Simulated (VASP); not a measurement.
Here is a VASP 6.6.1 calculation.

INCAR

```
PREC = Accurate
ENCUT = 520
EDIFF = 1E-6
ISMEAR = -1
SIGMA = 0.05
LREAL = Auto
LASPH = True
NELM = 100
ALGO = Normal
ISIF = 2
LWAVE = False
LCHARG = True
GGA = PE
IVDW = 12
LELF = True
LVHAR = True
NBANDS = 70
```

File KPOINTS:

```
regular mesh
0
Gamma
  1 1 1
```

POSCAR

```
Cl
1.0
    8.4343270000      0.0000000000      0.0000000000
    0.0000000000      8.4343270000      0.0000000000
    0.0000000000      0.0000000000      8.4343270000
Cl
16
Direct
    0.3174052891      0.7097780297      0.8072369022
    0.3242819492      0.8173859041      0.5847650915
    0.9803034670      0.1593369572      0.9250886289
    0.9963924804      0.2167452127      0.6841328300
    0.2153224555      0.3826979912      0.1037545734
    0.3445799529      0.5912860623      0.1921670810
    0.4664628251      0.2430069406      0.6505794712
    0.5945109788      0.0944592260      0.7862393763
    0.4551519048      0.9916025309      0.3578945896
    0.4361106701      0.9539943140      0.1174248995
    0.1226653887      0.0299608967      0.2634590762
   -0.1087105112      0.1017271443      0.2364741135
    0.7414699478      0.6706996302      0.5430071658
    0.8842436391      0.8677515112      0.5495637056
    0.6592345779      0.3629453779      0.4138445190
    0.7284161499      0.4781412909      0.2200294108
```

Potentials or basis: VASP PAW PBE potentials, release 64 (Cl).

Command:

```sh
$ cat potpaw_PBE.64/Cl/POTCAR > POTCAR
$ mpirun -np 1 vasp_gam > vasp.out
```

(1) Predict the dispersion energy per atom.

(2) Estimate the largest force.

(3) Predict the pressure.

(4) What does it give for the band gap on the k mesh?

Answers

(1) -0.113 eV.

(2) 2.092 eV/Å.

(3) -0.5 GPa.

(4) 1.63 eV, direct.
